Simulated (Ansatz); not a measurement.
MgO, DFT, PBEsol, all-electron LAPW, scalar-relativistic (Ansatz 0.2.0), run on 1 thread of Arm Neoverse V1 on a shared host.

Structure: COD 9006462, as refined from experiment and not relaxed. It was measured hot, at 1305 K.

Command: `ansatz run input.yaml --threads 1 --pin off --max-ram 2048MiB --backend cpu --events-out ev --progress --plain --runs-dir out`

```yaml
crystal:
  lattice:
    - [0.0, 2.13515, 2.13515]
    - [2.13515, 0.0, 2.13515]
    - [2.13515, 2.13515, 0.0]
  atoms:
    - { symbol: Mg, position: [0.0, 0.0, 0.0] }
    - { symbol: O, position: [0.5, 0.5, 0.5] }
kpoints:
  mp_grid: { grid: [11, 11, 11] }
  band_path:
    path:
      - [0.0, 0.0, 0.0]
      - [0.5, 0.0, 0.5]
      - [0.625, 0.25, 0.625]
      - [0.375, 0.375, 0.75]
      - [0.0, 0.0, 0.0]
      - [0.5, 0.5, 0.5]
      - [0.5, 0.25, 0.75]
      - [0.5, 0.0, 0.5]
    npoints: 5
scf:
  occupations: { method: fermi_dirac, width: 0.01 }
hamiltonian:
  xc: pbesol
  pseudopotentials: { kind: all_electron, lapw: { basis_error: 0.001 } }
output:
  forces: true
  stress: true
  eigenvalues: true
```

Task: How large is the problem that the program sets up?

Result: 56 irreducible k-points, 259 plane waves at Γ, 13 bands.

Task: Estimate the wall time and the peak memory.

Result: 7.3 s of wall time for 7 SCF iterations, with a peak of 0.27 GiB. Times on shared machines scatter by tens of per cent.
